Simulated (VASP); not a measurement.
# GaN in VASP: one cell, several levels of theory

GaN (zincblende), under -3.0 % equal strain in all directions is computed at one geometry. Runs: PBE, r2SCAN. The results are then set beside those of Ansatz 0.2.0 for the same cell.

The runs shown are made with VASP 6.6.1. PAW datasets, plane waves. No spin polarisation and no zero-point or thermal motion.

### 1 The structure to begin with

The cell comes from an earlier relaxation with r2SCAN in another program.

The symmetry is F-43m (No. 216, cubic); conventional cell a = 4.363 Å, 10.38 Å³ an atom. Ga has 4 N at 1.89 Å; N has 4 Ga at 1.89 Å.

Coordinates:

```cif
data_structure
_symmetry_space_group_name_H-M 'P 1'
_symmetry_Int_Tables_number 1
_cell_length_a 3.0851
_cell_length_b 3.0851
_cell_length_c 3.0851
_cell_angle_alpha 60.000
_cell_angle_beta 60.000
_cell_angle_gamma 60.000
_cell_volume 20.76
loop_
_atom_site_label
_atom_site_type_symbol
_atom_site_fract_x
_atom_site_fract_y
_atom_site_fract_z
_atom_site_occupancy
Ga1 Ga 0.00000 0.00000 0.00000 1
N1 N 0.25000 0.25000 0.25000 1
```

### 2 Single point with PBE

INCAR reads:

```
ENCUT = 520.000000
SIGMA = 0.020000
EDIFF = 1.00e-07
GGA = PE
PREC = Accurate
IBRION = -1
ISIF = 2
ISMEAR = -1
NBANDS = 16
NELM = 120
NSW = 0
LASPH = .TRUE.
LCHARG = .FALSE.
LWAVE = .FALSE.
LREAL = .FALSE.
```

KPOINTS reads:

```
KPOINTS created by Atomic Simulation Environment
0
Gamma
10 10 10
0 0 0
```

KPOINTS_OPT reads:

```
special points
6
Reciprocal
0.0000000000 0.0000000000 0.0000000000 1
-0.5000000000 -0.5000000000 0.0000000000 1
-0.3750000000 -0.3750000000 0.2500000000 1
-0.3750000000 0.0000000000 0.3750000000 1
0.0000000000 0.0000000000 0.5000000000 1
-0.5000000000 -0.2500000000 0.2500000000 1
```

POSCAR reads:

```
Ga N
 1.0000000000000000
     0.0000000000000000    2.1814839649000000    2.1814839649000000
     2.1814839649000000    0.0000000000000000    2.1814839649000000
     2.1814839649000000    2.1814839649000000    0.0000000000000000
 Ga  N
   1   1
Cartesian
  0.0000000000000000  0.0000000000000000  0.0000000000000000
  1.0907419824500000  1.0907419824500000  1.0907419824500000
```

Potentials: the recommended PBE PAW datasets, 18 valence electrons in the neutral cell.

Started as:

```sh
$ mpirun -np 1 vasp_std
```

Printed to the terminal (iteration lines stand in OSZICAR):

```text
POSCAR found type information on POSCAR GaN
 POSCAR found :  2 types and       2 ions
 LDA part: xc-table for (Slater+PW92), standard interpolation
 POSCAR, INCAR and KPOINTS ok, starting setup
 FFT: planning ... GRIDC
 FFT: planning ... GRID_SOFT
 FFT: planning ... GRID
 WAVECAR not read
 entering main loop
 Start KPOINTS_OPT (optional k-point list driver)
k-point batch [1-6\6]
```

OSZICAR:

```text
N       E                     dE             d eps       ncg     rms          rms(c)
DAV:   1     0.805970987151E+02    0.80597E+02   -0.93842E+03  1728   0.207E+03
DAV:   2    -0.896372104677E+01   -0.89561E+02   -0.84123E+02  1760   0.329E+02
DAV:   3    -0.140557105576E+02   -0.50920E+01   -0.50765E+01  1832   0.683E+01
DAV:   4    -0.141089821143E+02   -0.53272E-01   -0.53268E-01  1816   0.746E+00
DAV:   5    -0.141097044896E+02   -0.72238E-03   -0.72237E-03  1880   0.760E-01    0.810E+00
DAV:   6    -0.119278981190E+02    0.21818E+01   -0.48001E+00  2288   0.431E+01    0.269E+00
DAV:   7    -0.119414701889E+02   -0.13572E-01   -0.38125E-01  1648   0.640E+00    0.182E+00
DAV:   8    -0.119376101909E+02    0.38600E-02   -0.43806E-02  1808   0.354E+00    0.645E-01
DAV:   9    -0.119340672837E+02    0.35429E-02   -0.14190E-02  2176   0.309E+00    0.157E-01
DAV:  10    -0.119342729439E+02   -0.20566E-03   -0.14762E-03  1904   0.590E-01    0.550E-02
DAV:  11    -0.119342070666E+02    0.65877E-04   -0.23805E-04  2288   0.223E-01    0.154E-02
DAV:  12    -0.119342114508E+02   -0.43842E-05   -0.24042E-05  1720   0.508E-02    0.117E-02
DAV:  13    -0.119342112597E+02    0.19105E-06   -0.77430E-07  1920   0.146E-02    0.375E-03
DAV:  14    -0.119342112075E+02    0.52228E-07   -0.41010E-08  1240   0.297E-03
   1 F= -.11934211E+02 E0= -.11934211E+02  d E =-.252358E-12
       N       E                     dE             ncg
DAV:   1     0.112674175728E+04   -0.42102E+04      216
DAV:   2     0.609574362771E+03   -0.51717E+03      224
DAV:   3     0.578513716745E+03   -0.31061E+02      208
DAV:   4     0.578150706254E+03   -0.36301E+00      264
DAV:   5     0.578147421934E+03   -0.32843E-02      208
DAV:   6     0.578147311761E+03   -0.11017E-03      272
DAV:   7     0.578147309571E+03   -0.21906E-05      208
DAV:   8     0.578147309481E+03   -0.89614E-07      256
```

The lines after F= are the extra pass for the points of KPOINTS_OPT, at fixed density; their E is not a total energy.

From OUTCAR:

```text
k-points           NKPTS =     47   k-points in BZ     NKDIM =     47   number of bands    NBANDS=     16

   NELECT =      18.0000    total number of electrons

   dimension x,y,z NGX =    24 NGY =   24 NGZ =   24
   dimension x,y,z NGXF=    48 NGYF=   48 NGZF=   48

  energy-cutoff  :      520.00
  volume of cell :       20.76
      direct lattice vectors                 reciprocal lattice vectors
     0.000000000  2.181483965  2.181483965    -0.229201776  0.229201776  0.229201776
     2.181483965  0.000000000  2.181483965     0.229201776 -0.229201776  0.229201776
     2.181483965  2.181483965  0.000000000     0.229201776  0.229201776 -0.229201776

 k-points in reciprocal lattice and weights: KPOINTS created by Atomic Simulation Env
   0.00000000  0.00000000  0.00000000       0.001
   0.10000000  0.00000000  0.00000000       0.008
   0.20000000  0.00000000  0.00000000       0.008
   0.30000000  0.00000000  0.00000000       0.008
   0.40000000  0.00000000  0.00000000       0.008
   0.50000000  0.00000000  0.00000000       0.004
   0.10000000  0.10000000  0.00000000       0.006
   0.20000000  0.10000000  0.00000000       0.024
[... 39 more k-points ...]

 E-fermi :   6.8655

 k-point     1 :       0.0000    0.0000    0.0000
  band No.  band energies     occupation
      1     -10.4181      2.00000
      2      -7.1640      2.00000
      3      -7.1640      2.00000
      4      -7.1640      2.00000
      5      -6.7316      2.00000
      6      -6.7316      2.00000
      7       6.4018      2.00000
      8       6.4018      2.00000
      9       6.4018      2.00000
     10       8.7556      0.00000
     11      17.3220      0.00000
     12      17.3220      0.00000
     13      17.3220      0.00000
     14      25.3113      0.00000
     15      26.0058      0.00000
     16      26.0058      0.00000

 k-point     2 :       0.1000    0.0000    0.0000
  band No.  band energies     occupation
      1     -10.2861      2.00000
      2      -7.1461      2.00000
      3      -7.1461      2.00000
      4      -7.1318      2.00000
      5      -6.7336      2.00000
      6      -6.7336      2.00000
      7       5.3301      2.00000
      8       6.2809      2.00000
      9       6.2809      2.00000
     10       9.5468      0.00000
     11      16.8219      0.00000
     12      17.5061      0.00000
     13      17.5061      0.00000
     14      24.6347      0.00000
     15      24.6347      0.00000
     16      24.7426      0.00000

 k-point     3 :       0.2000    0.0000    0.0000
  band No.  band energies     occupation
      1      -9.9414      2.00000
      2      -7.1043      2.00000
      3      -7.1043      2.00000
      4      -6.9865      2.00000
      5      -6.7325      2.00000
      6      -6.7325      2.00000
      7       3.3970      2.00000
      8       5.9838      2.00000
      9       5.9838      2.00000
     10      10.6466      0.00000
     11      16.0181      0.00000
     12      17.7861      0.00000
     13      17.7861      0.00000
     14      23.5856      0.00000
     15      23.8376      0.00000
     16      23.8376      0.00000

 k-point     4 :       0.3000    0.0000    0.0000
  band No.  band energies     occupation
      1      -9.5423      2.00000
      2      -7.0669      2.00000
      3      -7.0669      2.00000
      4      -6.7151      2.00000
      5      -6.7151      2.00000
      6      -6.5979      2.00000
      7       1.3296      2.00000
      8       5.6481      2.00000
      9       5.6481      2.00000
     10      11.3771      0.00000
     11      15.6031      0.00000
     12      17.7082      0.00000
     13      17.7082      0.00000
     14      22.9170      0.00000
     15      24.4479      0.00000
     16      24.4479      0.00000

 k-point     5 :       0.4000    0.0000    0.0000
  band No.  band energies     occupation
      1      -9.2751      2.00000
      2      -7.0506      2.00000
      3      -7.0506      2.00000
      4      -6.6854      2.00000
      5      -6.6854      2.00000
      6      -5.9255      2.00000
      7      -0.4752      2.00000
      8       5.3965      2.00000
      9       5.3965      2.00000
     10      11.6645      0.00000
     11      15.5737      0.00000
     12      17.4144      0.00000
     13      17.4144      0.00000
     14      22.8118      0.00000
     15      26.0789      0.00000
     16      26.0789      0.00000

[... the tables of k-points 6 to 47 left out ...]

  Total        3.6446023      3.6446023      3.6446023      0.0000000      0.0000000     -0.0000000
  in kB      281.2384267    281.2384267    281.2384267      0.0000000      0.0000000     -0.0000000
  external PRESSURE =     281.2384267 kB  Pullay stress =       0.0000000 kB

 POSITION                                       TOTAL-FORCE (eV/Angst)
 -----------------------------------------------------------------------------------
      0.00000      0.00000      0.00000        -0.000000     -0.000000     -0.000000
      1.09074      1.09074      1.09074         0.000000      0.000000      0.000000
 -----------------------------------------------------------------------------------
    total drift:                                0.000002      0.000002      0.000001

  FREE ENERGIE OF THE ION-ELECTRON SYSTEM (eV)
  ---------------------------------------------------
  free  energy   TOTEN  =       -11.9342112075 eV

  energy  without entropy=      -11.9342112075  energy(sigma->0) =      -11.93421121
```

Hardware: 1 MPI rank of Intel Xeon Platinum 8488C, shared host.

The levels at the points of KPOINTS_OPT are read from vasprun.xml.

Levels at the named points, in eV from the top of band v (v: the last filled band by count, c: the next):

```csv
point,v−1,v,c,c+1
Γ,0.00,0.00,2.35,10.92
X,-3.07,-3.07,3.37,7.23
U,-4.79,-2.46,5.15,8.65
K,-4.79,-2.46,5.15,8.65
L,-1.10,-1.10,5.32,9.21
W,-4.15,-4.14,6.41,9.40
```

Gap with PBE: 2.35 eV, direct (Γ). Pressure: 28.12 GPa; the forces vanish within 0.01 eV/Å.

### 3 r2SCAN at this geometry

INCAR reads:

```
ENCUT = 520.000000
SIGMA = 0.010000
EDIFF = 1.00e-07
ALGO = Normal
METAGGA = R2SCAN
PREC = Accurate
IBRION = -1
ISIF = 2
ISMEAR = 0
NBANDS = 16
NELM = 120
NSW = 0
LASPH = .TRUE.
LCHARG = .FALSE.
LWAVE = .FALSE.
LREAL = .FALSE.
```

KPOINTS is that of step 2.

KPOINTS_OPT is that of step 2.

POSCAR is that of step 2.

Started as:

```sh
$ mpirun -np 1 vasp_std
```

Standard output, without the iteration lines:

```text
POSCAR found type information on POSCAR GaN
 POSCAR found :  2 types and       2 ions
 -----------------------------------------------------------------------------
|                                                                             |
|                                                                             |
|     You enforced a specific xc type in the INCAR file but a different       |
|     I HOPE YOU KNOW WHAT YOU ARE DOING!                                     |
|                                                                             |
 -----------------------------------------------------------------------------

 LDA part: xc-table for (None), standard interpolation
 POSCAR, INCAR and KPOINTS ok, starting setup
 FFT: planning ... GRIDC
 FFT: planning ... GRID_SOFT
 FFT: planning ... GRID
 WAVECAR not read
 entering main loop
 Start KPOINTS_OPT (optional k-point list driver)
k-point batch [1-6\6]
```

OSZICAR:

```text
N       E                     dE             d eps       ncg     rms          rms(c)
DAV:   1     0.708484355562E+02    0.70848E+02   -0.95915E+03  1712   0.213E+03
DAV:   2    -0.214248252859E+02   -0.92273E+02   -0.86658E+02  1776   0.340E+02
DAV:   3    -0.267287361739E+02   -0.53039E+01   -0.52873E+01  1824   0.707E+01
DAV:   4    -0.267862765978E+02   -0.57540E-01   -0.57537E-01  1816   0.780E+00
DAV:   5    -0.267870697709E+02   -0.79317E-03   -0.79317E-03  1888   0.801E-01    0.758E+00
DAV:   6    -0.216774238916E+02    0.51096E+01   -0.35085E+00  2272   0.438E+01    0.258E+00
DAV:   7    -0.217450139714E+02   -0.67590E-01   -0.55255E-01  1728   0.743E+00    0.183E+00
DAV:   8    -0.217551460771E+02   -0.10132E-01   -0.31786E-02  1984   0.488E+00    0.289E-01
DAV:   9    -0.217541354783E+02    0.10106E-02   -0.10823E-02  2224   0.259E+00    0.124E-01
DAV:  10    -0.217542118206E+02   -0.76342E-04   -0.81766E-04  1776   0.266E-01    0.108E-01
DAV:  11    -0.217542349808E+02   -0.23160E-04   -0.31990E-04  1792   0.197E-01    0.748E-02
DAV:  12    -0.217542157875E+02    0.19193E-04   -0.41185E-05  1760   0.115E-01    0.321E-02
DAV:  13    -0.217542115021E+02    0.42854E-05   -0.40883E-06  1904   0.328E-02    0.158E-02
DAV:  14    -0.217542125396E+02   -0.10376E-05   -0.30212E-06  2136   0.318E-02    0.433E-03
DAV:  15    -0.217542125856E+02   -0.45970E-07   -0.49530E-07  1888   0.767E-03
   1 F= -.21754213E+02 E0= -.21754213E+02  d E =-.413785E-35
       N       E                     dE             ncg
DAV:   1     0.108203202511E+04   -0.42550E+04      216
DAV:   2     0.547356677869E+03   -0.53468E+03      224
DAV:   3     0.515542750935E+03   -0.31814E+02      208
DAV:   4     0.515172045793E+03   -0.37071E+00      272
DAV:   5     0.515168675958E+03   -0.33698E-02      208
DAV:   6     0.515168571340E+03   -0.10462E-03      280
DAV:   7     0.515168569172E+03   -0.21685E-05      200
DAV:   8     0.515168569076E+03   -0.95944E-07      264
```

OUTCAR, selected sections:

```text
k-points           NKPTS =     47   k-points in BZ     NKDIM =     47   number of bands    NBANDS=     16

   NELECT =      18.0000    total number of electrons

   dimension x,y,z NGX =    24 NGY =   24 NGZ =   24
   dimension x,y,z NGXF=    48 NGYF=   48 NGZF=   48

  energy-cutoff  :      520.00
  volume of cell :       20.76
      direct lattice vectors                 reciprocal lattice vectors
     0.000000000  2.181483965  2.181483965    -0.229201776  0.229201776  0.229201776
     2.181483965  0.000000000  2.181483965     0.229201776 -0.229201776  0.229201776
     2.181483965  2.181483965  0.000000000     0.229201776  0.229201776 -0.229201776

 k-points in reciprocal lattice and weights: KPOINTS created by Atomic Simulation Env
   0.00000000  0.00000000  0.00000000       0.001
   0.10000000  0.00000000  0.00000000       0.008
   0.20000000  0.00000000  0.00000000       0.008
   0.30000000  0.00000000  0.00000000       0.008
   0.40000000  0.00000000  0.00000000       0.008
   0.50000000  0.00000000  0.00000000       0.004
   0.10000000  0.10000000  0.00000000       0.006
   0.20000000  0.10000000  0.00000000       0.024
[... 39 more k-points ...]

 E-fermi :   6.2200

 k-point     1 :       0.0000    0.0000    0.0000
  band No.  band energies     occupation
      1     -11.4896      2.00000
      2      -7.8146      2.00000
      3      -7.8146      2.00000
      4      -7.8146      2.00000
      5      -7.3436      2.00000
      6      -7.3436      2.00000
      7       6.1361      2.00000
      8       6.1361      2.00000
      9       6.1361      2.00000
     10       8.9038      0.00000
     11      17.7830      0.00000
     12      17.7831      0.00000
     13      17.7831      0.00000
     14      26.0545      0.00000
     15      26.6528      0.00000
     16      26.6529      0.00000

 k-point     2 :       0.1000    0.0000    0.0000
  band No.  band energies     occupation
      1     -11.3579      2.00000
      2      -7.7959      2.00000
      3      -7.7959      2.00000
      4      -7.7794      2.00000
      5      -7.3454      2.00000
      6      -7.3454      2.00000
      7       5.0584      2.00000
      8       6.0121      2.00000
      9       6.0121      2.00000
     10       9.7017      0.00000
     11      17.2804      0.00000
     12      17.9746      0.00000
     13      17.9746      0.00000
     14      25.1543      0.00000
     15      25.1544      0.00000
     16      25.3661      0.00000

 k-point     3 :       0.2000    0.0000    0.0000
  band No.  band energies     occupation
      1     -11.0115      2.00000
      2      -7.7518      2.00000
      3      -7.7518      2.00000
      4      -7.6288      2.00000
      5      -7.3444      2.00000
      6      -7.3444      2.00000
      7       3.0686      2.00000
      8       5.7068      2.00000
      9       5.7068      2.00000
     10      10.8590      0.00000
     11      16.4710      0.00000
     12      18.2549      0.00000
     13      18.2549      0.00000
     14      24.1806      0.00000
     15      24.3337      0.00000
     16      24.3337      0.00000

 k-point     4 :       0.3000    0.0000    0.0000
  band No.  band energies     occupation
      1     -10.6000      2.00000
      2      -7.7108      2.00000
      3      -7.7108      2.00000
      4      -7.3276      2.00000
      5      -7.3276      2.00000
      6      -7.2470      2.00000
      7       0.9472      2.00000
      8       5.3610      2.00000
      9       5.3610      2.00000
     10      11.6366      0.00000
     11      16.0621      0.00000
     12      18.1407      0.00000
     13      18.1407      0.00000
     14      23.5200      0.00000
     15      25.0193      0.00000
     16      25.0193      0.00000

 k-point     5 :       0.4000    0.0000    0.0000
  band No.  band energies     occupation
      1     -10.3081      2.00000
      2      -7.6910      2.00000
      3      -7.6910      2.00000
      4      -7.2990      2.00000
      5      -7.2990      2.00000
      6      -6.6064      2.00000
      7      -0.8814      2.00000
      8       5.1012      2.00000
      9       5.1012      2.00000
     10      11.9415      0.00000
     11      16.0484      0.00000
     12      17.8087      0.00000
     13      17.8087      0.00000
     14      23.4554      0.00000
     15      26.7949      0.00000
     16      26.7950      0.00000

[... the tables of k-points 6 to 47 left out ...]

  Total        3.0144468      3.0144468      3.0144468      0.0000000      0.0000000     -0.0000000
  in kB      232.6120086    232.6120086    232.6120086      0.0000000      0.0000000     -0.0000000
  external PRESSURE =     232.6120086 kB  Pullay stress =       0.0000000 kB

 POSITION                                       TOTAL-FORCE (eV/Angst)
 -----------------------------------------------------------------------------------
      0.00000      0.00000      0.00000         0.000000      0.000000      0.000000
      1.09074      1.09074      1.09074        -0.000000     -0.000000      0.000000
 -----------------------------------------------------------------------------------
    total drift:                                0.000008      0.000008      0.000008

  FREE ENERGIE OF THE ION-ELECTRON SYSTEM (eV)
  ---------------------------------------------------
  free  energy   TOTEN  =       -21.7542125856 eV

  energy  without entropy=      -21.7542125856  energy(sigma->0) =      -21.75421259
```

Hardware: 1 MPI rank of Intel Xeon Platinum 8488C, shared host.

The levels at the points of KPOINTS_OPT are read from vasprun.xml.

Near the gap, in eV above the top of the last filled band v; c is the band after it:

```csv
point,v−1,v,c,c+1
Γ,0.00,0.00,2.77,11.65
X,-3.16,-3.16,3.80,7.83
U,-4.89,-2.53,5.63,9.34
K,-4.89,-2.53,5.63,9.34
L,-1.13,-1.13,5.86,9.96
W,-4.24,-4.22,6.93,10.15
```

Gap with r2SCAN: 2.77 eV, direct (Γ). The pressure is 23.26 GPa; the forces vanish within 0.01 eV/Å.

### 4 Summary

| level | gap (eV) | pressure (GPa) | Ansatz: gap (eV) | Ansatz: pressure (GPa) |
| --- | --- | --- | --- | --- |
| PBE | 2.35 | 28.12 | 2.34 | 28.29 |
| r2SCAN | 2.77 | 23.26 | 2.78 | 21.84 |

**Reading.** The gap runs from 2.35 eV (PBE) to 2.77 eV (r2SCAN). The pressure is highest with PBE (28.1 GPa) and lowest with r2SCAN (23.3 GPa), which orders the cells that they would relax to. The two programs agree on the gap within 0.02 eV, far less than the spread between functionals. Datasets and cutoffs are each program's own.
